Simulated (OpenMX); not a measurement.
## Sn under changes of volume

One of the cells (28.203 Å³/atom); the others are scaled copies at fixed shape and fractional positions:

```
CELL_PARAMETERS angstrom
-2.95961 2.95961 1.60989
2.95961 -2.95961 1.60989
2.95961 2.95961 -1.60989
ATOMIC_POSITIONS crystal
Sn 0.00000 0.00000 0.00000
Sn 0.75000 0.25000 0.50000
```

```yaml
Program: OpenMX 3.8.5
Functional: PBE
Potentials_or_basis: OpenMX 2013 PBE set, Sn7.0-s3p2d2, fixed grid of 27 × 27 × 40 points
k_mesh: 9 × 9 × 9
Occupations: fermi-dirac, width 0.05 eV
Spin: no spin polarisation
```

```tsv
volume (Å³/atom)	energy over the lowest point (meV/atom)	largest force (eV/Å)
25.991	0.00	0.006
26.544	2.76	0.011
27.097	17.70	0.011
28.203	65.65	0.006
28.756	91.16	0.011
29.309	?	?
```

Problem. What does the run at 29.309 Å³/atom give?

Solution. Energy over the lowest point 120.06 meV/atom; largest force 0.020 eV/Å.

Worked out: A Birch-Murnaghan fit of order 3 (a polynomial in V^(-2/3)) to the other rows has its minimum at 26.16 Å³/atom with B0 = V·E''(V) = 221 GPa (rough, since the energies scatter) at fixed shape and positions, which overstates the stiffness. It gives 113.86 meV/atom at 29.309 Å³/atom, against the run's 120.06.

Energies are extrapolated to zero smearing.

Caveats: the real-space grid is coarse for these elements, which adds noise of up to some 20 meV/atom to energies and shifts forces, pressures and volumes; the basis of atomic orbitals isn't converged, which shifts pressures, moduli and gaps.
